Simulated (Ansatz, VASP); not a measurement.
This is a calculation of Si for Ansatz 0.2.0.

input.yaml

```yaml
crystal:
  lattice:
    - [0.0, 2.7218511865, 2.7218511865]
    - [2.7218511865, 0.0, 2.7218511865]
    - [2.7218511865, 2.7218511865, 0.0]
  atoms:
    - { symbol: Si, position: [0.5, 0.5, 0.5] }
    - { symbol: Si, position: [0.75, 0.75, 0.75] }
hamiltonian:
  xc: { exchange: pbe, correlation: pbe, exx: { coeff: 0.1, omega: 0.2 } }
  pseudopotentials: { kind: paw }
kpoints:
  mp_grid: { grid: [4, 4, 4] }
scf:
  occupations: { method: fermi_dirac, width: 0.05 }
output:
  forces: true
  stress: true
  eigenvalues: true
```

Potentials or basis: Ansatz PAW.

Command:

```console
$ ansatz run input.yaml --threads 2 --pin off --max-ram 5632MiB --backend cpu --events-out ev --progress --plain --runs-dir out
```

**Question.** Set up the same calculation for VASP 6.6.1. Potentials there: VASP PAW PBE potentials, release 64 (Si).

**Answer.** As run (the cutoff follows the program's own potentials):

File POSCAR:

```
Si
1.0
    0.0000000000      2.7218511865      2.7218511865
    2.7218511865      0.0000000000      2.7218511865
    2.7218511865      2.7218511865      0.0000000000
Si
2
Direct
    0.5000000000      0.5000000000      0.5000000000
    0.7500000000      0.7500000000      0.7500000000
```

INCAR.step1

```
SYSTEM = Si
PREC = Accurate
ENCUT = 520
EDIFF = 1E-5
ISMEAR = -1
SIGMA = 0.05
LREAL = .False.
LASPH = .True.
NELM = 100
ALGO = Normal
ISIF = 2
LWAVE = .True.
NBANDS = 11
GGA = PE
```

INCAR.step2

```
SYSTEM = Si
PREC = Accurate
ENCUT = 520
EDIFF = 1E-7
ISMEAR = -1
SIGMA = 0.05
LREAL = .False.
LASPH = .True.
NELM = 100
ALGO = Normal
ISIF = 2
LWAVE = .False.
LCHARG = .False.
GGA = PE
LHFCALC = .True.
HFSCREEN = 0.2
AEXX = 0.1
PRECFOCK = Fast
NBANDS = 11
ISTART = 1
```

Contents of KPOINTS:

```
regular mesh
0
Gamma
  4 4 4
  0 0 0
```

Potentials or basis: VASP PAW PBE potentials, release 64 (Si).

Command:

```console
$ cat potpaw_PBE.64/Si/POTCAR > POTCAR
$ cp INCAR.step1 INCAR
$ mpirun -np 1 vasp_std > vasp.out
$ cp INCAR.step2 INCAR
$ mpirun -np 1 vasp_std > vasp.out
```

Both were run:

|  | VASP | Ansatz | Ansatz less VASP |
| --- | --- | --- | --- |
| gap on the k mesh at the Fermi level (eV) | 0.96 | 0.95 | -0.007 |
| least direct gap on the mesh (eV) | 2.86 | 2.86 | -0.007 |
| pressure (GPa) | 1.1 | 1.3 | +0.18 |

With one functional, cell and mesh, what is left measures potentials, basis and numerics.

Caveats: the k mesh is coarse (spacing up to 0.50 Å⁻¹), so the values aren't converged, least of all with exact exchange; the PAW data sets were made with another functional, which shifts forces and pressure a little (VASP); the PAW data sets come from PBE, with cores solved anew for the run's functional, which leaves a small shift of forces and pressure (Ansatz); the thresholds are loose for stress (Ansatz). A k mesh can miss the band edges.
